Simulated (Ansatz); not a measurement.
LiCl: what symmetry allows forces and stress to be

```yaml
crystal:
  lattice:
    - [3.94981, 0.00000, 0.00000]
    - [-1.97490, 3.42063, 0.00000]
    - [0.00000, 0.00000, 6.20681]
  atoms:
    - { symbol: Li, position: [0.66667, 0.33333, 0.89175] }
    - { symbol: Li, position: [0.33333, 0.66667, 0.39175] }
    - { symbol: Cl, position: [0.66667, 0.33333, 0.48325] }
    - { symbol: Cl, position: [0.33333, 0.66667, 0.98325] }
```

All numbers below come from DFT PBE, scalar-relativistic, plane waves, PAW (Ansatz 0.2.0).

Settings: cutoff 420 eV, Γ-centred mesh 9×9×4 on the computed 4-atom cell, Gaussian smearing of 0.02 eV; no spin polarisation.

This distorted cell has space group P6_3mc, with 12 operations.

Q: Without a calculation: in which directions can each atom feel a force?

A: A force must be left unchanged by every operation that keeps its atom in place, so it lies in the space that those operations leave fixed. Atoms that the group maps onto each other feel forces of one size.
```
atom site symmetry operations at the site equivalent to atom allowed force (Cartesian)
 Li1            3m.                       6                   1   along (0.00, 0.00, 1.00)
 Li2            3m.                       6                   1   along (0.00, 0.00, 1.00)
 Cl3            3m.                       6                   3   along (0.00, 0.00, 1.00)
 Cl4            3m.                       6                   3   along (0.00, 0.00, 1.00)
```

That leaves 2 independent force components of 12, tied by 1 condition that the forces sum to zero, so 1 remains. A relaxation in this cell that keeps the symmetry moves the atoms in these directions alone.

Q: And the stress tensor?

A: It must be invariant under the point group, which leaves 2 independent components: yz, xz, xy vanish; xx = yy.

Q: Do the computed values obey this?

A: Yes. Forces (eV/Å):
```
Li1  0.000  0.000 -0.173
Li2  0.000  0.000 -0.173
Cl3  0.000  0.000  0.173
Cl4  0.000  0.000  0.173
```

Stress (GPa, compression positive, xx yy zz yz xz xy): 0.55 0.55 -0.71 0.00 0.00 0.00. The program imposes the same operations on density, forces and stress, so this confirms the analysis and is no independent test of the calculation.

This wurtzite form isn't the usual stable structure of the compound.